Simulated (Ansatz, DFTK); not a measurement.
Given: the input of a run of Ansatz 0.2.0 on Sr (Strontium). 

input.yaml

```yaml
crystal:
  lattice:
    - [0.0, 3.04235, 3.04235]
    - [3.04235, 0.0, 3.04235]
    - [3.04235, 3.04235, 0.0]
  atoms:
    - { symbol: Sr, position: [0.0, 0.0, 0.0] }
kpoints:
  mp_grid: { grid: [8, 8, 8] }
scf:
  occupations: { method: fermi_dirac, width: 0.05 }
hamiltonian:
  xc: pbesol
  pseudopotentials: { kind: all_electron, lapw: { basis_error: 0.001 } }
output:
  forces: true
  stress: true
  eigenvalues: true
  populations: true
```

Potentials or basis: all-electron LAPW, scalar-relativistic.

Launch:

```console
$ ansatz run input.yaml --threads 1 --pin off --max-ram 3072MiB --backend cpu --events-out ev --progress --plain --runs-dir out
```

Task: What does the same run look like in DFTK 0.8.2? Potentials or basis there: PseudoDojo SR PBEsol 0.4.1 standard (PBEsol), cutoff 1088 eV.

Result: As run (cutoffs and basis follow the program's own potentials, and thresholds, step limits or extra output files can differ):

run.jl

```julia
using DFTK
using PseudoPotentialData
using Unitful, UnitfulAtomic
using LinearAlgebra, Printf
include("save.jl")
disable_threading()

# lattice vectors are the columns
lattice = austrip(1u"Å") * [           0.0        3.04235        3.04235;
                  3.04235            0.0        3.04235;
                  3.04235        3.04235            0.0]
symbols   = [:Sr]
positions = [[0.0, 0.0, 0.0]]
pseudopotentials = PseudoFamily("dojo.nc.sr.pbesol.v0_4_1.standard.upf")
elements = Dict(s => ElementPsp(s, pseudopotentials) for s in unique(symbols))
atoms    = [elements[s] for s in symbols]

build_model(lattice, positions; symmetries=true) =
    model_DFT(lattice, atoms, positions;
              functionals=PBEsol(),
              temperature=austrip(0.05u"eV"),
              smearing=Smearing.FermiDirac(),
              symmetries)
Ecut  = 40.0  # hartree
kgrid = [8, 8, 8]
tol   = 1e-6
to_GPa = ustrip(uconvert(u"GPa", 1u"hartree/bohr^3"))

model = build_model(lattice, positions)
basis = PlaneWaveBasis(model; Ecut, kgrid)
display(basis)
scfres = self_consistent_field(basis;
                               tol,
                               nbandsalg=AdaptiveBands(model; n_bands_converge=10))
display(scfres.energies)
@printf "Fermi level: %.6f eV\n" ustrip(auconvert(u"eV", something(scfres.εF, NaN)))
forces = compute_forces_cart(scfres)
println("Forces (eV/Å)")
for (s, f) in zip(symbols, forces)
    @printf "%-3s %12.6f %12.6f %12.6f\n" s ustrip.(auconvert.(u"eV/Å", f))...
end
stress = compute_stresses_cart(scfres)
println("Stress (GPa)")
display(round.(stress * to_GPa; digits=4))
println("Levels at the first k-point (eV): ", round.(ustrip.(auconvert.(u"eV", scfres.eigenvalues[1][1:scfres.n_bands_converge])); digits=4))
save_scf!(scfres; forces, stress)
```

Potentials or basis: dojo.nc.sr.pbesol.v0_4_1.standard.upf (PBEsol).

Command:

```sh
$ julia --threads=1 run.jl  # save.jl only writes the numbers to a file and isn't shown; printed stress counts tension as positive; times include loading and compiling
```

Both were run:

|  | Ansatz | DFTK |
| --- | --- | --- |
| Pressure | -0.9 GPa | -0.9 GPa |

Where Ansatz's input types no cutoff or centring, it takes its own default and a Γ-centred mesh.

Pressure is positive in compression.
